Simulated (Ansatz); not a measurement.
## Sn under pressure

These are results of Ansatz, DFT PBE, scalar-relativistic, plane waves, PAW, not measurements. Settings: 420 eV plane-wave cutoff, Γ-centred 12×12×12 mesh, Fermi-Dirac smearing of 0.15 eV. No spin polarisation. Phonons by linear response, acoustic sum rule imposed.

Relaxed structure:
```cif
data_structure
_symmetry_space_group_name_H-M 'Fd-3m:1'
_symmetry_Int_Tables_number 227
_cell_length_a 6.6589
_cell_length_b 6.6589
_cell_length_c 6.6589
_cell_angle_alpha 90.000
_cell_angle_beta 90.000
_cell_angle_gamma 90.000
_cell_volume 295.27
loop_
_atom_site_label
_atom_site_type_symbol
_atom_site_symmetry_multiplicity
_atom_site_Wyckoff_symbol
_atom_site_fract_x
_atom_site_fract_y
_atom_site_fract_z
_atom_site_occupancy
Sn1 Sn 8 a 0.50000 0.00000 0.50000 1
```

In a metal, frequencies and elastic constants depend on the k mesh and the smearing, soft modes and shear constants most.

Optical modes at Γ (cm⁻¹) at zero pressure: 173.

**Question.** Under hydrostatic pressure the same modes lie at 211 cm⁻¹. What is the pressure, and how much has the cell shrunk?

**Answer.** 8 GPa; the volume is 14.4 % smaller.

Cost: 2 runs of about 0.93 core-minutes in all, on Intel Xeon Platinum 8488C (Sapphire Rapids) (shared hosts).